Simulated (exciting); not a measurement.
## RbCl: the Rb L₃ edge from the Bethe–Salpeter equation

Aim: the Rb L₃ absorption edge of RbCl with the electron–hole interaction treated explicitly, and what each term of the kernel does.

Main program and level: exciting sodium; X-ray absorption, core-level Bethe-Salpeter equation, exchange and statically screened direct term, Tamm-Dancoff, all-electron LAPW+lo PBE.

This is a report of a sequence of runs, with most program output left out.

The database entry behind the starting cell differs from later determinations by our own check (about 0.5 % short), so it need not match the best structure at ambient conditions.

## Step 1: Starting point

Symmetry: Fm-3m, No. 225, cubic system. Conventional cell: a = 6.548 Å, b = 6.548 Å, c = 6.548 Å, α = 90.00°, β = 90.00°, γ = 90.00°. Nearest to Rb lie 6 Cl at 3.27 Å. Cl has 6 Rb at 3.27 Å nearest. Farther neighbours and most contacts between anions are not listed.

As a file:

```cif
data_structure
_symmetry_space_group_name_H-M 'P 1'
_symmetry_Int_Tables_number 1
_cell_length_a 4.6301
_cell_length_b 4.6301
_cell_length_c 4.6301
_cell_angle_alpha 60.000
_cell_angle_beta 60.000
_cell_angle_gamma 60.000
_cell_volume 70.19
loop_
_atom_site_label
_atom_site_type_symbol
_atom_site_fract_x
_atom_site_fract_y
_atom_site_fract_z
_atom_site_occupancy
Rb1 Rb 0.00000 0.00000 0.00000 1
Cl2 Cl 0.50000 0.50000 0.50000 1
```

Differences between curves are given as r.m.s. difference over r.m.s. height.

## Step 2: The self-consistent potential

The species files are the program's own, with muffin-tin radii set in the input.

The input, input.xml:

```
<input>
  <title>RbCl</title>
  <structure speciespath="." autormt="false" epslat="1.0e-5">
    <crystal>
      <basevect>0.0000000000 6.1869633309 6.1869633309</basevect>
      <basevect>6.1869633309 0.0000000000 6.1869633309</basevect>
      <basevect>6.1869633309 6.1869633309 0.0000000000</basevect>
    </crystal>
    <species speciesfile="Rb.xml" rmt="2.464">
      <atom coord="0.0000000000 0.0000000000 0.0000000000"/>
    </species>
    <species speciesfile="Cl.xml" rmt="2.300">
      <atom coord="0.5000000000 0.5000000000 0.5000000000"/>
    </species>
  </structure>
  <groundstate do="fromscratch" xctype="GGA_PBE" ngridk="4 4 4" rgkmax="7" gmaxvr="14" nempty="8" swidth="0.001" maxscl="100" epsengy="1e-5"/>
</input>
```

Run with:

```bash
$ OMP_NUM_THREADS=1 mpirun -n 4 exciting
```

Wall time 26 s (4 MPI ranks of Intel Xeon at 2.70GHz, shared host).

The warnings file holds hints only, no warning.

The mesh shows a gap of 5.10 eV. Core levels (Dirac, from the valence top):

```csv
atom,level,energy (eV)
Rb,2s1/2,-1999.1
Rb,2p1/2,-1812.4
Rb,2p3/2,-1751.6
Rb,3s1/2,-289.8
Rb,3p1/2,-222.9
Rb,3p3/2,-213.8
Rb,3d3/2,-96.8
Rb,3d5/2,-95.2
```

## Step 3: A richer basis for the empty states

Each species file gets more local orbitals, built from u and its energy derivative at 0.15 Ha and u at 0.9 Ha.

input.xml is that of step 2.

The input, SPECIES.xml, added lines:

```
<lo l="L">  <!-- L = 0, 1, 2 -->
  <wf matchingOrder="0" trialEnergy="0.1500" searchE="false"/>
  <wf matchingOrder="1" trialEnergy="0.1500" searchE="false"/>
  <wf matchingOrder="0" trialEnergy="0.9000" searchE="false"/>
</lo>
```

Run with:

```bash
$ OMP_NUM_THREADS=1 mpirun -n 4 exciting
```

Elapsed: 26 s, on 4 MPI ranks.

Against the first ground state the total energy moves by -5 meV an atom and the gap by -0.04 eV.

## Step 4: Screening, kernels and BSE for Rb atom 1

The absorber has 6 Cl at 3.27 Å (octahedral, site symmetry m-3m).

input.xml, as its differences from that of step 3:

```diff
@@ -15,3 +15,19 @@
   </structure>
-  <groundstate do="fromscratch" xctype="GGA_PBE" ngridk="4 4 4" rgkmax="7" gmaxvr="14" nempty="8" swidth="0.001" maxscl="100" epsengy="1e-5"/>
+  <groundstate do="skip" xctype="GGA_PBE" ngridk="4 4 4" rgkmax="7" gmaxvr="14" nempty="8" swidth="0.001" maxscl="100" epsengy="1e-5"/>
+  <xs xstype="BSE" ngridk="3 3 3" ngridq="3 3 3" vkloff="0.097 0.273 0.493" rgkmax="7" nempty="35" gqmax="3" lmaxapwwf="5" lmaxemat="3" broad="0.02352" tevout="true">
+    <energywindow intv="64.115 65.732" points="439"/>
+    <screening screentype="full" nempty="56"/>
+    <BSE xas="true" xasspecies="1" xasatom="1" xasedge="L3" bsetype="singlet" nstlxas="1 31"/>
+    <qpointset>
+      <qpoint>0 0 0</qpoint>
+    </qpointset>
+    <plan>
+      <doonly task="xsgeneigvec"/>
+      <doonly task="writepmatxs"/>
+      <doonly task="scrgeneigvec"/>
+      <doonly task="scrwritepmat"/>
+      <doonly task="screen"/>
+      <doonly task="scrcoulint"/>
+    </plan>
+  </xs>
 </input>
```

The input, input.xml for the exchange start (cutoff and plan only):

```
  gqmax="2"
  <plan>
    <doonly task="exccoulint"/>
  </plan>
```

The input, input.xml for the last start (plan only):

```
  <plan>
    <doonly task="bse"/>
  </plan>
```

Run with:

```bash
$ OMP_NUM_THREADS=1 mpirun -n 4 exciting
$ OMP_NUM_THREADS=1 mpirun -n 4 exciting
$ OMP_NUM_THREADS=4 exciting
```

Run time: 9 min. Hardware: 4 MPI ranks.

Wall time by task: xsgeneigvec 5.8 s, writepmatxs 7.5 s, scrgeneigvec 3.4 s, scrwritepmat 4.9 s, screen 17 s, scrcoulint 97 s, exccoulint 5.6 min, bse 59 s.

The Rb L₃ spectrum of Rb atom 1 (energy from the Kohn–Sham onset, core level to the lowest empty state found on the meshes used, 1756.67 eV; the ground-state mesh sets it, and the shifted mesh has its lowest transition 0.47 eV above it; Im ε scaled to the maximum of the singlet run; cut below the end of the band set):

```csv
E (eV),Im ε
-6.5,0.02
-6.0,0.03
-5.5,0.03
-5.0,0.04
-4.5,0.05
-4.0,0.07
-3.5,0.10
-3.0,0.15
-2.5,0.24
-2.0,0.47
-1.5,0.89
-1.0,0.96
-0.5,0.93
0.0,0.78
0.5,0.52
1.0,0.40
1.5,0.35
2.0,0.33
2.5,0.30
3.0,0.25
3.5,0.22
4.0,0.22
4.5,0.22
5.0,0.21
5.5,0.19
6.0,0.17
6.5,0.17
7.0,0.17
7.5,0.16
8.0,0.17
8.5,0.17
9.0,0.16
9.5,0.15
10.0,0.16
10.5,0.19
11.0,0.23
11.5,0.24
12.0,0.23
12.5,0.20
13.0,0.19
13.5,0.18
14.0,0.17
14.5,0.15
15.0,0.14
15.5,0.14
16.0,0.16
16.5,0.15
17.0,0.14
17.5,0.14
18.0,0.14
18.5,0.14
19.0,0.13
19.5,0.11
20.0,0.10
20.5,0.10
21.0,0.10
21.5,0.10
22.0,0.10
```

Maxima (height): -1.2 eV (1.00), -0.4 eV (0.94), 11.3 eV (0.24) and 16.2 eV (0.16).

The Hamiltonian has 3348 rows. The lowest groups of eigenvalues and the brightest ones, on the scale above (the program counts from the shifted mesh's onset, 0.47 eV higher). Core spinors bring spin-forbidden partners, so dark means forbidden by spin or by symmetry, and the shifted mesh splits states that symmetry would keep together:

```
energy (eV)  states within 10 meV  relative strength
     -1.563                     4              0.076
     -1.322                     4               0.83
     -1.307                     6               1.00
     -1.292                     2               0.19
     -0.533                     4              0.070
     -0.326                     4               0.71
     -0.282                     4               0.80
      0.434                     4              0.099
```

## Step 5: Independent particles

input.xml, as its differences from that of step 4:

```diff
@@ -19,3 +19,3 @@
     <screening screentype="full" nempty="56"/>
-    <BSE xas="true" xasspecies="1" xasatom="1" xasedge="L3" bsetype="singlet" nstlxas="1 31"/>
+    <BSE xas="true" xasspecies="1" xasatom="1" xasedge="L3" bsetype="IP" nstlxas="1 31"/>
     <qpointset>
@@ -24,8 +24,3 @@
     <plan>
-      <doonly task="xsgeneigvec"/>
-      <doonly task="writepmatxs"/>
-      <doonly task="scrgeneigvec"/>
-      <doonly task="scrwritepmat"/>
-      <doonly task="screen"/>
-      <doonly task="scrcoulint"/>
+      <doonly task="bse"/>
     </plan>
```

Run with:

```bash
$ OMP_NUM_THREADS=4 exciting
```

Wall time 3 s (4 threads).

Maxima (height): 5.1 eV (0.45), 6.6 eV (0.45), 10.1 eV (0.29), 14.5 eV (0.33) and 20.2 eV (0.29); 1 lower ones aren't listed. The spectrum differs from the singlet run by 93 % r.m.s. Moving the earlier curve by +6.5 eV leaves 45 %. The highest maximum lies at 5.1 eV (0.45), against -1.2 eV (1.00).

## Step 6: Exchange alone

input.xml, as its differences from that of step 5:

```diff
@@ -19,3 +19,3 @@
     <screening screentype="full" nempty="56"/>
-    <BSE xas="true" xasspecies="1" xasatom="1" xasedge="L3" bsetype="IP" nstlxas="1 31"/>
+    <BSE xas="true" xasspecies="1" xasatom="1" xasedge="L3" bsetype="RPA" nstlxas="1 31"/>
     <qpointset>
```

Run with:

```bash
$ OMP_NUM_THREADS=4 exciting
```

The job ended after 60 s (4 threads).

Maxima (height): 5.1 eV (0.45), 6.6 eV (0.45), 10.1 eV (0.29), 14.5 eV (0.33) and 20.2 eV (0.29); 1 lower ones aren't listed. The spectrum is that of the independent-particle run within 1 %.

## Step 7: Direct term alone

input.xml, as its differences from that of step 6:

```diff
@@ -19,3 +19,3 @@
     <screening screentype="full" nempty="56"/>
-    <BSE xas="true" xasspecies="1" xasatom="1" xasedge="L3" bsetype="RPA" nstlxas="1 31"/>
+    <BSE xas="true" xasspecies="1" xasatom="1" xasedge="L3" bsetype="triplet" nstlxas="1 31"/>
     <qpointset>
```

Run with:

```bash
$ OMP_NUM_THREADS=4 exciting
```

Elapsed: 63 s, on 4 threads.

Maxima (height): -1.2 eV (1.00), -0.4 eV (0.93), 11.3 eV (0.24) and 16.2 eV (0.16). The spectrum is that of the singlet run within 1 %.

## Step 8: Broadening

Changed against the first singlet run: half width (eV) from 0.64 to 0.16.

input.xml, as its differences from that of step 7:

```diff
@@ -16,6 +16,6 @@
   <groundstate do="skip" xctype="GGA_PBE" ngridk="4 4 4" rgkmax="7" gmaxvr="14" nempty="8" swidth="0.001" maxscl="100" epsengy="1e-5"/>
-  <xs xstype="BSE" ngridk="3 3 3" ngridq="3 3 3" vkloff="0.097 0.273 0.493" rgkmax="7" nempty="35" gqmax="3" lmaxapwwf="5" lmaxemat="3" broad="0.02352" tevout="true">
-    <energywindow intv="64.115 65.732" points="439"/>
+  <xs xstype="BSE" ngridk="3 3 3" ngridq="3 3 3" vkloff="0.097 0.273 0.493" rgkmax="7" nempty="35" gqmax="3" lmaxapwwf="5" lmaxemat="3" broad="0.00588" tevout="true">
+    <energywindow intv="64.115 65.732" points="824"/>
     <screening screentype="full" nempty="56"/>
-    <BSE xas="true" xasspecies="1" xasatom="1" xasedge="L3" bsetype="triplet" nstlxas="1 31"/>
+    <BSE xas="true" xasspecies="1" xasatom="1" xasedge="L3" bsetype="singlet" nstlxas="1 31"/>
     <qpointset>
```

Run with:

```bash
$ OMP_NUM_THREADS=4 exciting
```

It took 66 s on 4 threads.

Against the singlet run the r.m.s. difference is 70 %. The highest maximum lies at -1.3 eV (3.06), against -1.2 eV (1.00). Only the width of each line changes; the area stays. A table step wider than the lines misses their tops.

| E (eV) | first run | this run |
| --- | --- | --- |
| -6.0 | 0.03 | 0.01 |
| -5.0 | 0.04 | 0.01 |
| -4.0 | 0.07 | 0.02 |
| -3.0 | 0.15 | 0.04 |
| -2.0 | 0.47 | 0.20 |
| -1.0 | 0.96 | 0.79 |
| 0.0 | 0.78 | 0.76 |
| 1.0 | 0.40 | 0.33 |
| 2.0 | 0.33 | 0.34 |
| 3.0 | 0.25 | 0.24 |
| 4.0 | 0.22 | 0.19 |
| 5.0 | 0.21 | 0.22 |
| 6.0 | 0.17 | 0.13 |
| 7.0 | 0.17 | 0.16 |
| 8.0 | 0.17 | 0.14 |
| 9.0 | 0.16 | 0.13 |
| 10.0 | 0.16 | 0.13 |
| 11.0 | 0.23 | 0.29 |
| 12.0 | 0.23 | 0.26 |
| 13.0 | 0.19 | 0.20 |
| 14.0 | 0.17 | 0.18 |
| 15.0 | 0.14 | 0.10 |
| 16.0 | 0.16 | 0.18 |
| 17.0 | 0.14 | 0.15 |
| 18.0 | 0.14 | 0.16 |
| 19.0 | 0.13 | 0.13 |
| 20.0 | 0.10 | 0.09 |
| 21.0 | 0.10 | 0.09 |
| 22.0 | 0.10 | 0.11 |

## Step 9: Another input

In this try the input is made faulty on purpose, to show what that does.

input.xml, as its differences from that of step 8:

```diff
@@ -16,5 +16,5 @@
   <groundstate do="skip" xctype="GGA_PBE" ngridk="4 4 4" rgkmax="7" gmaxvr="14" nempty="8" swidth="0.001" maxscl="100" epsengy="1e-5"/>
-  <xs xstype="BSE" ngridk="3 3 3" ngridq="3 3 3" vkloff="0.097 0.273 0.493" rgkmax="7" nempty="35" gqmax="3" lmaxapwwf="5" lmaxemat="3" broad="0.00588" tevout="true">
-    <energywindow intv="64.115 65.732" points="824"/>
-    <screening screentype="full" nempty="56"/>
+  <xs xstype="BSE" ngridk="3 3 3" ngridq="3 3 3" vkloff="0.097 0.273 0.493" rgkmax="7" nempty="35" gqmax="3" lmaxapwwf="5" lmaxemat="3" broad="0.02352" tevout="true">
+    <energywindow intv="64.115 65.732" points="439"/>
+    <screening screentype="full" nempty="3"/>
     <BSE xas="true" xasspecies="1" xasatom="1" xasedge="L3" bsetype="singlet" nstlxas="1 31"/>
@@ -24,3 +24,6 @@
     <plan>
-      <doonly task="bse"/>
+      <doonly task="scrgeneigvec"/>
+      <doonly task="scrwritepmat"/>
+      <doonly task="screen"/>
+      <doonly task="scrcoulint"/>
     </plan>
```

The input, input.xml for the last start (plan only):

```
  <plan>
    <doonly task="bse"/>
  </plan>
```

Run with:

```bash
$ OMP_NUM_THREADS=1 mpirun -n 4 exciting
$ OMP_NUM_THREADS=4 exciting
```

The job ended after 3 min (4 MPI ranks).

The input has a fault: far too few empty states in the screening. The spectrum differs from the singlet run by 117 % r.m.s. Moving the earlier curve by -2.2 eV leaves 40 %. The highest maximum lies at -3.2 eV (1.58), against -1.2 eV (1.00). The first bright state moves from -1.56 to -3.35 eV. Too few states underscreen, so the attraction is too strong.

| E (eV) | first run | this run |
| --- | --- | --- |
| -8.0 | 0.02 | 0.04 |
| -7.0 | 0.02 | 0.06 |
| -6.0 | 0.03 | 0.10 |
| -5.0 | 0.04 | 0.21 |
| -4.0 | 0.07 | 0.72 |
| -3.0 | 0.15 | 1.55 |
| -2.0 | 0.47 | 0.70 |
| -1.0 | 0.96 | 0.23 |
| 0.0 | 0.78 | 0.17 |
| 1.0 | 0.40 | 0.19 |
| 2.0 | 0.33 | 0.18 |
| 3.0 | 0.25 | 0.14 |
| 4.0 | 0.22 | 0.15 |
| 5.0 | 0.21 | 0.14 |
| 6.0 | 0.17 | 0.12 |
| 7.0 | 0.17 | 0.12 |
| 8.0 | 0.17 | 0.14 |
| 9.0 | 0.16 | 0.13 |
| 10.0 | 0.16 | 0.17 |
| 11.0 | 0.23 | 0.18 |
| 12.0 | 0.23 | 0.15 |
| 13.0 | 0.19 | 0.13 |
| 14.0 | 0.17 | 0.11 |
| 15.0 | 0.14 | 0.11 |
| 16.0 | 0.16 | 0.12 |
| 17.0 | 0.14 | 0.10 |
| 18.0 | 0.14 | 0.10 |
| 19.0 | 0.13 | 0.08 |
| 20.0 | 0.10 | 0.08 |
| 21.0 | 0.10 | 0.07 |
| 22.0 | 0.10 | 0.07 |

## Step 10: Shipped basis

Changed against the first singlet run: added local orbitals (Ha) from 0.9 to none.

input.xml, as its differences from that of step 9:

```diff
@@ -17,4 +17,4 @@
   <xs xstype="BSE" ngridk="3 3 3" ngridq="3 3 3" vkloff="0.097 0.273 0.493" rgkmax="7" nempty="35" gqmax="3" lmaxapwwf="5" lmaxemat="3" broad="0.02352" tevout="true">
-    <energywindow intv="64.115 65.732" points="439"/>
-    <screening screentype="full" nempty="3"/>
+    <energywindow intv="64.116 65.733" points="439"/>
+    <screening screentype="full" nempty="56"/>
     <BSE xas="true" xasspecies="1" xasatom="1" xasedge="L3" bsetype="singlet" nstlxas="1 31"/>
@@ -24,2 +24,4 @@
     <plan>
+      <doonly task="xsgeneigvec"/>
+      <doonly task="writepmatxs"/>
       <doonly task="scrgeneigvec"/>
```

The input, input.xml for the exchange start (cutoff and plan only):

```
  gqmax="2"
  <plan>
    <doonly task="exccoulint"/>
  </plan>
```

The input, input.xml for the last start (plan only):

```
  <plan>
    <doonly task="bse"/>
  </plan>
```

Run with:

```bash
$ OMP_NUM_THREADS=1 mpirun -n 4 exciting
$ OMP_NUM_THREADS=1 mpirun -n 4 exciting
$ OMP_NUM_THREADS=4 exciting
```

Run time: 7.9 min. Hardware: 4 MPI ranks.

Against the singlet run the r.m.s. difference is 14 %. The highest maximum lies at -1.2 eV (0.88), against -1.2 eV (1.00). The linearised basis grows poor far above its energy parameter.

| E (eV) | first run | this run |
| --- | --- | --- |
| -6.0 | 0.03 | 0.02 |
| -5.0 | 0.04 | 0.04 |
| -4.0 | 0.07 | 0.06 |
| -3.0 | 0.15 | 0.12 |
| -2.0 | 0.47 | 0.38 |
| -1.0 | 0.96 | 0.85 |
| 0.0 | 0.78 | 0.74 |
| 1.0 | 0.40 | 0.37 |
| 2.0 | 0.33 | 0.30 |
| 3.0 | 0.25 | 0.23 |
| 4.0 | 0.22 | 0.19 |
| 5.0 | 0.21 | 0.19 |
| 6.0 | 0.17 | 0.15 |
| 7.0 | 0.17 | 0.14 |
| 8.0 | 0.17 | 0.14 |
| 9.0 | 0.16 | 0.13 |
| 10.0 | 0.16 | 0.13 |
| 11.0 | 0.23 | 0.17 |
| 12.0 | 0.23 | 0.19 |
| 13.0 | 0.19 | 0.15 |
| 14.0 | 0.17 | 0.14 |
| 15.0 | 0.14 | 0.10 |
| 16.0 | 0.16 | 0.12 |
| 17.0 | 0.14 | 0.11 |
| 18.0 | 0.14 | 0.10 |
| 19.0 | 0.13 | 0.10 |
| 20.0 | 0.10 | 0.08 |
| 21.0 | 0.10 | 0.07 |
| 22.0 | 0.10 | 0.07 |

## Step 11: The levels of theory side by side

| level | curve passes 0.15 (eV) | highest maximum (eV) | its height |
| --- | --- | --- | --- |
| IP | 2.4 | 5.1 | 0.45 |
| RPA | 2.4 | 6.6 | 0.45 |
| direct only | -2.9 | -1.2 | 1.00 |
| singlet | -2.9 | -1.2 | 1.00 |

```
E (eV)    IP   RPA  direct only  singlet
  -6.0  0.01  0.01         0.03     0.03
  -5.0  0.01  0.01         0.04     0.04
  -4.0  0.01  0.01         0.07     0.07
  -3.0  0.01  0.01         0.15     0.15
  -2.0  0.01  0.01         0.47     0.47
  -1.0  0.02  0.02         0.96     0.96
   0.0  0.03  0.03         0.78     0.78
   1.0  0.06  0.06         0.40     0.40
   2.0  0.12  0.12         0.33     0.33
   3.0  0.17  0.17         0.25     0.25
   4.0  0.27  0.27         0.22     0.22
   5.0  0.45  0.45         0.21     0.21
   6.0  0.42  0.42         0.17     0.17
   7.0  0.44  0.44         0.17     0.17
   8.0  0.33  0.33         0.17     0.17
   9.0  0.29  0.29         0.16     0.16
  10.0  0.29  0.29         0.16     0.16
  11.0  0.26  0.26         0.23     0.23
  12.0  0.20  0.20         0.23     0.23
  13.0  0.22  0.22         0.19     0.19
  14.0  0.32  0.32         0.17     0.17
  15.0  0.32  0.32         0.14     0.14
  16.0  0.27  0.27         0.16     0.16
  17.0  0.23  0.23         0.14     0.14
  18.0  0.25  0.25         0.14     0.14
  19.0  0.23  0.23         0.13     0.13
  20.0  0.28  0.28         0.10     0.10
  21.0  0.24  0.24         0.10     0.10
  22.0  0.21  0.21         0.10     0.10
```

## Step 12: Outcome

```yaml
absorber_and_edge: Rb L₃, atom 1
surroundings: 6 Cl at 3.27 Å (octahedral, site symmetry m-3m)
first_bright_state: -1.56 eV from the Kohn–Sham onset, on this mesh
highest_maximum: -1.2 eV
cost_of_the_bse_run: 9 min on 4 MPI ranks of Intel Xeon at 2.70GHz, shared host; the last task ran on as many threads
```

**Reading.** Is a core exciton bound? Yes on this mesh: the first bright state (over 5 % of the brightest) lies at -1.56 eV from the Kohn–Sham onset and at -2.03 eV from the lowest bare transition of its own mesh. Changing the half width (eV) from 0.64 to 0.16 alters the spectrum by 70 % r.m.s. Changing the added local orbitals (Ha) from 0.9 to none alters the spectrum by 14 % r.m.s. Exchange alone changes the independent-particle spectrum by 0.1 % r.m.s. Leaving exchange out of the full kernel changes the spectrum by 0.1 % r.m.s. A mesh of 27 points doesn't converge binding energies, and fine structure above the first lines is partly noise of the mesh. Exchange and the short-range direct term aren't converged in the kernel cutoff. The zero comes from the unshifted 4×4×4 ground-state mesh; it is exact only where the band minimum lies on that mesh. The conduction states carry no spin here, so the exchange coupling to the spinor core hole is only partly held. This core level is treated alone, with no coupling to its spin–orbit partner. The Kohn–Sham onset, 1757 eV, is no photon energy (tabulated edge of the element: 1804 eV): the scale needs a rigid shift. No quasiparticle correction widens the gap or stretches the bands. Vibrations and energy-dependent lifetimes are left out. The structure is a published determination, not relaxed.

[Logs are printed without paths, hosts, clocks, repeated set-up lines and the standing remarks that a program may print on its own settings, such as how far it seeks lower states.]

[Hosts, paths, dates, database ids (printed as entryN), source tags and the programs' standing remarks are cut or masked in the printed files.]
